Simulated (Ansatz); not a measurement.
Runs of Ansatz 0.2.0 on SiNi3. It takes space group R-3m (No. 166, trigonal). Conventional cell: a = 2.586 Å, b = 2.586 Å, c = 22.986 Å, α = 90.00°, β = 90.00°, γ = 120.00°. Ni (site symmetry 3m) is surrounded by 3 Si at 2.34 Å and 9 Ni at 2.52 to 2.59 Å. Ni (site symmetry -3m) has 12 Ni at 2.52 to 2.59 Å as nearest neighbours. Around Si (site symmetry -3m) lie 6 Ni at 2.34 Å and 6 Si at 2.59 Å. The cell comes from a database or a generator and needn't be the stable form of this composition.

```tsv
spin	fixed moment (μB)	pressure (GPa)	moment (μB)	largest force (eV/Å)
collinear, ferromagnetic start	3.0	-0.5	3.00	0.59
collinear, ferromagnetic start	6.0	18.7	6.00	1.72
collinear, program default start	0.0	-6.4	0.00	0.07
collinear, ferromagnetic start	1.5	-5.0	1.50	0.10
collinear, ferromagnetic start	2.2	-3.1	2.20	0.29
collinear, ferromagnetic start	0.8	-6.0	0.80	0.03
collinear, ferromagnetic start	4.5	6.9	4.50	(a)
collinear, ferromagnetic start	3.8	(b)	3.80	0.85
```

Alike in all rows: task single point; level PBEsol; potentials or basis Ansatz PAW; cell as given; k mesh 10 × 10 × 10; cutoff (eV) 420; smearing fermi-dirac 0.05 eV.

Q: Fill in the values left out.

A: (a) 1.11; (b) 2.9.

Caveats: the total moment is fixed, so each spin has its own Fermi level; the PAW data sets come from PBE, with cores solved anew for the run's functional, which leaves a small shift of forces and pressure; the thresholds are loose for stress; forces of over 1 eV/Å show positions far from the minimum, so gaps and moduli don't describe the material at rest (some runs).
